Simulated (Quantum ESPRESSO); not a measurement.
Input of a Quantum ESPRESSO 7.5 run:

run.py

```python
import numpy as np
from ase.calculators.espresso import Espresso, EspressoProfile
import spglib
from ase import Atoms
from ase.io import read

atoms = read('Ga.cif')
cell, pos, num = spglib.standardize_cell((atoms.cell[:], atoms.get_scaled_positions(), atoms.numbers), to_primitive=True, symprec=1e-4)
atoms = Atoms(numbers=num, cell=cell, scaled_positions=pos, pbc=True)

input_data = {
    'control': {'calculation': 'scf', 'prefix': 'pwscf', 'outdir': './tmp', 'tprnfor': True, 'tstress': True, 'disk_io': 'nowf'},
    'system': {'ecutwfc': 56.0, 'ecutrho': 448.0, 'nbnd': 27, 'occupations': 'smearing', 'smearing': 'fd', 'degauss': 0.00367493},
    'electrons': {'conv_thr': 4e-10, 'electron_maxstep': 120, 'mixing_beta': 0.5},
}
pseudopotentials = {'Ga': 'ga_pbesol_v1.4.uspp.F.UPF'}
profile = EspressoProfile(command='mpirun -n 2 pw.x -nk 2', pseudo_dir='pseudo')
dft = Espresso(profile=profile, input_data=input_data, pseudopotentials=pseudopotentials, kpts=(10, 10, 8), koffset=(0, 0, 0))
atoms.calc = dft

print(f'energy {atoms.get_potential_energy():.8f} eV')
print('forces (eV/A)')
print(np.round(atoms.get_forces(), 6))
print('stress (eV/A^3, Voigt)')
print(np.round(atoms.get_stress(), 8))
print(f'Fermi level {dft.get_fermi_level():.4f} eV')
```

The input Ga.cif:

```cif
data_Ga
_cell_length_a 2.90000000
_cell_length_b 8.13000000
_cell_length_c 3.17000000
_cell_angle_alpha 90.00000000
_cell_angle_beta 90.00000000
_cell_angle_gamma 90.00000000
_space_group_name_H-M_alt 'Cmcm'
_space_group_name_Hall '-C 2c 2'
_space_group_IT_number 63
loop_
_space_group_symop_operation_xyz
'x,y,z'
'-x,-y,-z'
'-x,-y,z+1/2'
'x,y,-z+1/2'
'x,-y,-z'
'-x,y,z'
'-x,y,-z+1/2'
'x,-y,z+1/2'
'x+1/2,y+1/2,z'
'-x+1/2,-y+1/2,-z'
'-x+1/2,-y+1/2,z+1/2'
'x+1/2,y+1/2,-z+1/2'
'x+1/2,-y+1/2,-z'
'-x+1/2,y+1/2,z'
'-x+1/2,y+1/2,-z+1/2'
'x+1/2,-y+1/2,z+1/2'
loop_
_atom_site_label
_atom_site_type_symbol
_atom_site_symmetry_multiplicity
_atom_site_Wyckoff_symbol
_atom_site_fract_x
_atom_site_fract_y
_atom_site_fract_z
_atom_site_occupancy
Ga1 Ga 4 c 0.0000000000 0.8670000000 0.7500000000 1
```

Potentials or basis: GBRV 1.5 PBEsol.

Launch:

```sh
$ OMP_NUM_THREADS=1 python run.py
```

**Question.** What does it give for the pressure?

**Answer.** -2.1 GPa.

**Question.** Estimate the band gap on the k mesh.

**Answer.** None (metal or under the smearing width).

**Question.** What does it give for the largest force?

**Answer.** 0.209 eV/Å.

Stress tensor (GPa, compression positive):
```
-3.76  0.00  0.00
 0.00 -1.78  0.00
 0.00  0.00 -0.84
```
